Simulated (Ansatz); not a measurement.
A (110) slab of AlCo (Pm-3m (No. 221)), 6 planes, outer planes AlCo (top) and AlCo (bottom), with 12 atoms (Al6Co6) in a surface cell of A = 11.267 Å², as cut from the bulk:

```xyz
12
Lattice="2.8226 0.0000 0.0000 0.0000 3.9917 0.0000 0.0000 0.0000 24.9793" Properties=species:S:1:pos:R:3 pbc="T T T"
Al    0.0000    1.9959    7.5000
Co    1.4113    0.0000    7.5000
Al    0.0000    0.0000    9.4959
Co    1.4113    1.9959    9.4959
Al    0.0000    1.9959   11.4917
Co    1.4113    0.0000   11.4917
Al    0.0000    0.0000   13.4876
Co    1.4113    1.9959   13.4876
Al    0.0000    1.9959   15.4835
Co    1.4113    0.0000   15.4835
Al    0.0000    0.0000   17.4793
Co    1.4113    1.9959   17.4793
```

The calculation used DFT PBEsol, scalar-relativistic, plane waves, PAW in Ansatz. Cutoff 420 eV; k points 12×9×1 on the computed 12-atom cell (Γ-centred); Gaussian smearing, width 0.10 eV; no spin polarisation.

Against the same 12 atoms in the bulk, the slab as cut lies 3.548 eV higher and the relaxed slab 3.393 eV higher. Bulk and slab both ran without spin polarisation, so these energies, and the surface energy and work of the cut from them, are those of a non-magnetic state, though Co often carries moments.

(1) Work out the surface energy before and after relaxation.

(2) What is the ideal work of this cut, per area?

The slab was run without spin polarisation; whether its Co atoms carry moments at the surface wasn't tested.

## Answers

(1) The slab has two faces, so γ = (E_slab − N·E_bulk)/(2A), the mean of both. As cut: 3.548/(2 × 11.267) = 0.1575 eV/Å², and 1 eV/Å² = 16.02 J/m², so γ = 2.52 J/m². Relaxed: 3.393/(2 × 11.267) = 0.1506 eV/Å² = 2.41 J/m². Relaxation recovers 4 % of the cost of cutting.

(2) Griffith's ideal work is 2γ: 5.04 J/m² if the new faces stay rigid, 4.82 J/m² if they relax. One thickness was run, 6 planes, so γ can still shift with it.